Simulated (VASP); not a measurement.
# Te (P6/mmm) in VASP: reference runs

How does Te come out in PBE? The cell is run as given.

Program: VASP 6.6.1. These are calculated values, not measurements. Logs are shortened: lines on timing, memory, paths and dates and some standing lists are left out, and cuts for length are marked.

## Step 1: The structure

The structure is hexagonal, space group P6/mmm (No. 191). The conventional cell has a = 3.401 Å, b = 3.401 Å, c = 3.108 Å, α = 90.00°, β = 90.00°, γ = 120.00°. Te (site symmetry 6/mmm) is surrounded by 8 Te at 3.11 to 3.40 Å.

The cell was built by a generator and needn't be a form met in nature.

## Step 2: Single point, PBE

Input file INCAR:

```
PREC = Accurate
ENCUT = 520
EDIFF = 1E-7
ISMEAR = -1
SIGMA = 0.05
LREAL = False
LASPH = True
NELM = 100
ALGO = Normal
ISIF = 2
LWAVE = False
LCHARG = False
GGA = PE
NBANDS = 9
```

Input file KPOINTS:

```
Automatic mesh
0
Gamma
  9 9 9
```

Input file POSCAR:

```
Te
1.0
    3.4005200000      0.0000000000      0.0000000000
   -1.7002600000      2.9449400000      0.0000000000
    0.0000000000      0.0000000000      3.1084700000
Te
1
Direct
    0.0000000000      0.0000000000      0.0000000000
```

Potentials or basis: VASP PAW PBE potentials, release 64 (Te).

Launch:

```bash
> cat potpaw_PBE.64/Te/POTCAR > POTCAR
> mpirun -np 1 vasp_std > vasp.out
```

OUTCAR:

```text
PREC = Accurate
   ENCUT = 520
   EDIFF = 1E-7
   ISMEAR = -1
   LREAL = False
   LASPH = True
   NELM = 100
   ISIF = 2
   GGA = PE

 ion  position               nearest neighbor table
   1  0.000  0.000  0.000-

  LATTYP: Found a hexagonal cell.
 ALAT       =     3.4005200000
 C/A-ratio  =     0.9141160764

  Lattice vectors:

 A1 = (   3.4005200000,   0.0000000000,   0.0000000000)
 A2 = (  -1.7002600000,   2.9449400000,   0.0000000000)
 A3 = (   0.0000000000,   0.0000000000,   3.1084700000)

Analysis of symmetry for initial positions (statically):
=====================================================================
 Subroutine PRICEL returns:
 Original cell was already a primitive cell.

 Routine SETGRP: Setting up the symmetry group for a
 hexagonal supercell.

 Subroutine GETGRP returns: Found 24 space group operations
 (whereof 24 operations were pure point group operations)
 out of a pool of 24 trial point group operations.

The static configuration has the point symmetry D_6h.

Analysis of symmetry for dynamics (positions and initial velocities):
=====================================================================
 Subroutine PRICEL returns:
 Original cell was already a primitive cell.

 Routine SETGRP: Setting up the symmetry group for a
 hexagonal supercell.

 Subroutine GETGRP returns: Found 24 space group operations
 (whereof 24 operations were pure point group operations)
 out of a pool of 24 trial point group operations.

The dynamic configuration has the point symmetry D_6h.

 Subroutine INISYM returns: Found 24 space group operations
 (whereof 24 operations are pure point group operations),
 and found     1 'primitive' translations

----------------------------------------------------------------------------------------

                                     Primitive cell

  volume of cell :      31.1292

  direct lattice vectors                    reciprocal lattice vectors
     3.400520000  0.000000000  0.000000000     0.294072671  0.169782746  0.000000000
    -1.700260000  2.944940000  0.000000000     0.000000000  0.339565492  0.000000000
     0.000000000  0.000000000  3.108470000     0.000000000  0.000000000  0.321701673

  length of vectors
     3.400520000  3.400522853  3.108470000     0.339565777  0.339565492  0.321701673

  position of ions in fractional coordinates (direct lattice)
     0.000000000  0.000000000  0.000000000

  ion indices of the primitive-cell ions
   primitive index   ion index
                 1           1

----------------------------------------------------------------------------------------

 KPOINTS: Automatic mesh

Automatic generation of k-mesh.
 Grid dimensions read from file:
 generate k-points for:    9    9    9

 Generating k-lattice:

  Cartesian coordinates                     Fractional coordinates (reciprocal lattice)
     0.032674741  0.018864750  0.000000000     0.111111111  0.000000000  0.000000000
     0.000000000  0.037729499  0.000000000     0.000000000  0.111111111  0.000000000
     0.000000000  0.000000000  0.035744630     0.000000000  0.000000000  0.111111111

  Length of vectors
     0.037729531  0.037729499  0.035744630

  Shift w.r.t. Gamma in fractional coordinates (k-lattice)
     0.000000000  0.000000000  0.000000000

 Subroutine IBZKPT returns following result:
 ===========================================

 Found     60 irreducible k-points:

 Following reciprocal coordinates:
            Coordinates               Weight
  0.000000  0.000000  0.000000      1.000000
  0.111111  0.000000  0.000000      6.000000
  0.222222  0.000000  0.000000      6.000000
  0.333333  0.000000  0.000000      6.000000
  0.444444  0.000000  0.000000      6.000000
  0.111111  0.111111  0.000000      6.000000
[... 16 lines left out ...]
  0.333333  0.222222  0.111111     24.000000
  0.333333  0.333333  0.111111      4.000000
 [... further k-points ...]
   k-points           NKPTS =     60   k-points in BZ     NKDIM =     60   number of bands    NBANDS=      9
   number of dos      NEDOS =    301   number of ions     NIONS =      1
   total plane-waves  NPLWV =  18816
   dimension x,y,z NGX =    28 NGY =   28 NGZ =   24
   dimension x,y,z NGXF=    56 NGYF=   56 NGZF=   48
   ions per type =               1
   NGX,Y,Z   is equivalent  to a cutoff of  13.69, 13.69, 12.84 a.u.
   NGXF,Y,Z  is equivalent  to a cutoff of  27.38, 27.38, 25.67 a.u.
 SYSTEM =  unknown system
   PREC   = accura    normal or accurate (medium, high low for compatibility)
   ISTART =      0    job   : 0-new  1-cont  2-samecut
   ICHARG =      2    charge: 1-file 2-atom 10-const
   ISPIN  =      1    spin polarized calculation?
   LNONCOLLINEAR =      F non collinear calculations
   LSORBIT =      F    spin-orbit coupling
   LASPH  =      T    aspherical Exc in radial PAW
   ENCUT  =  520.0 eV  38.22 Ry    6.18 a.u.   6.32  6.32  5.78*2*pi/ulx,y,z
   NELM   =    100;   NELMIN=  2; NELMDL= -5     # of ELM steps
   EDIFF  = 0.1E-06   stopping-criterion for ELM
   LREAL  =      F    real-space projection
   EDIFFG = 0.1E-05   stopping-criterion for IOM
   NSW    =      0    number of steps for IOM
   IBRION =     -1    ionic relax: 0-MD 1-quasi-New 2-CG
   NFREE  =      0    steps in history (QN), initial steepest desc. (CG)
   ISIF   =      2    stress and relaxation
   ISYM   =      2    0-nonsym 1-usesym 2-fastsym
   POTIM  = 0.5000    time-step for ionic-motion
   TEBEG  =    0.0;   TEEND  =   0.0 temperature during run
   PSTRESS=    0.0 pullay stress
   NELECT =       6.0000    total number of electrons
   NUPDOWN=      -1.0000    fix difference up-down
   EMIN   =  10.00;   EMAX   =-10.00  energy-range for DOS
   EFERMI =   0.00;   METHOD = LEGACY
   ISMEAR =    -1;   SIGMA  =   0.05  broadening in eV -4-tet -1-fermi 0-gaus
   EFERMI_NEDOS =   21; number of points for ismear=-14 and -15
   IALGO  =     38    algorithm
   IMIX   =      4    mixing-type and parameters
     AMIX     =   0.40;   BMIX     =  1.00
     AMIX_MAG =   1.60;   BMIX_MAG =  1.00
  volume/ion in A,a.u.               =      31.13       210.07
  Fermi-wavevector in a.u.,A,eV,Ry     =   0.945662  1.787041 12.167362  0.894276
  Thomas-Fermi vector in A             =   2.073585
   LORBIT       =      0    0 simple, 1 ext, 2 COOP (PROOUT), +10 PAW based schemes
   GGA     = PE    functional components
   LHFCALC =     F    Hartree Fock is set to
   AEXX    =    0.0000 exact exchange contribution
   IVDW    =     0    specifies the selected vdW correction
   LEPSILON=     F    determine dielectric tensor
   LRPA    =     F    only Hartree local field effects (RPA)
 non-spin polarized calculation
  energy-cutoff  :      520.00
  volume of cell :       31.13
 maximum number of plane-waves:       852
 NGX is ok and might be reduce to    28
   NGX = 13   NGY = 13   NGZ = 11

 number of electron       6.0000000 magnetization

 Free energy of the ion-electron system (eV)
  ---------------------------------------------------
  ext. energy  EPLUGINS =         0.00000000
  ---------------------------------------------------
  free energy    TOTEN  =        -2.92406643 eV

  energy without entropy =       -2.91699915  energy(sigma->0) =       -2.92053279

 E-fermi :   6.8070     XC(G=0):  -9.5843

 val. band max:        6.7522665922   @ k =   0.3333   0.2222   0.2222
 cond. band min:       6.8697689333   @ k =   0.3333   0.1111   0.3333
 fundamental gap:      0.1175023411
 Fermi energy:         6.8070094861

 k-point     1 :       0.0000    0.0000    0.0000
  band No.  band energies     occupation
      1      -6.7467      2.00000
      2       8.6459      0.00000
      3       8.6459      0.00000
      4       8.7588      0.00000
      5      13.2913      0.00000
      6      14.3860      0.00000
      7      15.9155      0.00000
      8      15.9155      0.00000
      9      17.3663      0.00000

 k-point     2 :       0.1111    0.0000    0.0000
  band No.  band energies     occupation
      1      -6.5716      2.00000
      2       7.2796      0.00016
      3       8.3025      0.00000
      4       8.9160      0.00000
      5      13.6423      0.00000
      6      14.3897      0.00000
      7      15.6972      0.00000
      8      16.6132      0.00000
      9      19.5115      0.00000

 k-point     3 :       0.2222    0.0000    0.0000
  band No.  band energies     occupation
      1      -6.0686      2.00000
      2       4.9023      2.00000
      3       7.5936      0.00000
      4       9.3529      0.00000
      5      12.9274      0.00000
      6      14.3840      0.00000
      7      18.0538      0.00000
      8      18.3791      0.00000
      9      21.4261      0.00000

 k-point     4 :       0.3333    0.0000    0.0000
  band No.  band energies     occupation
      1      -5.3361      2.00000
      2       2.7209      2.00000
      3       6.9531      0.10211
      4       9.9427      0.00000
      5      12.0559      0.00000
      6      15.2403      0.00000
      7      19.6178      0.00000
      8      19.6899      0.00000
      9      20.7595      0.00000

 k-point     5 :       0.4444    0.0000    0.0000
  band No.  band energies     occupation
      1      -4.6784      2.00000
      2       1.3013      2.00000
      3       6.5945      1.97190
      4      10.4106      0.00000
      5      11.6211      0.00000
      6      16.3085      0.00000
      7      18.5041      0.00000
      8      18.5183      0.00000
      9      23.4884      0.00000

 k-point     6 :       0.1111    0.1111    0.0000
  band No.  band energies     occupation
      1      -6.2318      2.00000
      2       5.6986      2.00000
      3       7.4594      0.00000
      4       9.2139      0.00000
      5      14.0913      0.00000
      6      14.3118      0.00000
      7      15.6482      0.00000
      8      18.8829      0.00000
      9      21.8312      0.00000
[... 169 lines left out ...]
 k-point    21 :       0.4444    0.1111    0.1111
  band No.  band energies     occupation
      1      -4.3290      2.00000
      2       1.4063      2.00000
      3       5.6416      2.00000
      4       9.1107      0.00000
      5      13.1236      0.00000
      6      15.4479      0.00000
      7      18.2574      0.00000
      8      19.8362      0.00000
      9      21.6462      0.00000

 k-point    22 :       0.2222    0.2222    0.1111
  band No.  band energies     occupation
      1      -4.7920      2.00000
      2       2.7870      2.00000
      3       4.9367      2.00000
      4       8.7451      0.00000
      5      15.5994      0.00000
      6      16.2496      0.00000
      7      16.9685      0.00000
      8      18.7980      0.00000
      9      18.9213      0.00000

 k-point    23 :       0.3333    0.2222    0.1111
  band No.  band energies     occupation
      1      -4.2414      2.00000
      2       1.9995      2.00000
      3       4.0402      2.00000
      4       9.1956      0.00000
      5      15.7858      0.00000
      6      15.9417      0.00000
      7      17.8445      0.00000
      8      18.5729      0.00000
      9      19.9838      0.00000

 k-point    24 :       0.3333    0.3333    0.1111
  band No.  band energies     occupation
      1      -4.0375      2.00000
      2       2.6416      2.00000
      3       2.6416      2.00000
      4       9.3619      0.00000
      5      16.5079      0.00000
      6      16.5079      0.00000
      7      18.4329      0.00000
      8      18.8109      0.00000
      9      18.8109      0.00000

 [... further k-points ...]
[... 5 lines left out ...]
  --------------------------------------------------------------------------------------
  -------------------------------------------------------------------------------------
  Total       -0.0220030     -0.0220030      0.1379659      0.0000000     -0.0000000      0.0000000
  in kB       -1.1324626     -1.1324651      7.1009086      0.0000000     -0.0000000      0.0000000
  external PRESSURE =       1.6119936 kB  Pullay stress =       0.0000000 kB

 VOLUME and BASIS-vectors are now :
 -----------------------------------------------------------------------------
  energy-cutoff  :      520.00
  volume of cell :       31.13
      direct lattice vectors                 reciprocal lattice vectors
     3.400520000  0.000000000  0.000000000     0.294072671  0.169782746  0.000000000
    -1.700260000  2.944940000  0.000000000     0.000000000  0.339565492  0.000000000
     0.000000000  0.000000000  3.108470000     0.000000000  0.000000000  0.321701673

 POSITION                                       TOTAL-FORCE (eV/Angst)
 -----------------------------------------------------------------------------------
      0.00000      0.00000      0.00000         0.000000      0.000000      0.000000
 -----------------------------------------------------------------------------------
    total drift:                                0.000000     -0.000000      0.000000

  FREE ENERGIE OF THE ION-ELECTRON SYSTEM (eV)
  ---------------------------------------------------
  free  energy   TOTEN  =        -2.9240664293 eV

  energy  without entropy=       -2.9169991481  energy(sigma->0) =       -2.92053279
```

Run time: 6.2 s. Hardware: 1 thread of Intel Xeon 6975P-C (Granite Rapids), shared host; peak memory 0.15 GiB.

What came out:

```
Free energy            : -2.9241 eV
Pressure               : 0.2 GPa
Band gap on the k mesh : none (metal or under the smearing width)
```

Levels at points of the mesh, in eV from the Fermi level:
```csv
k point,band 1,band 2,band 3,band 4,band 5,band 6,band 7,band 8
"(0.00, 0.00, 0.00)",-13.55,1.84,1.84,1.95,6.48,7.58,9.11,9.11
```
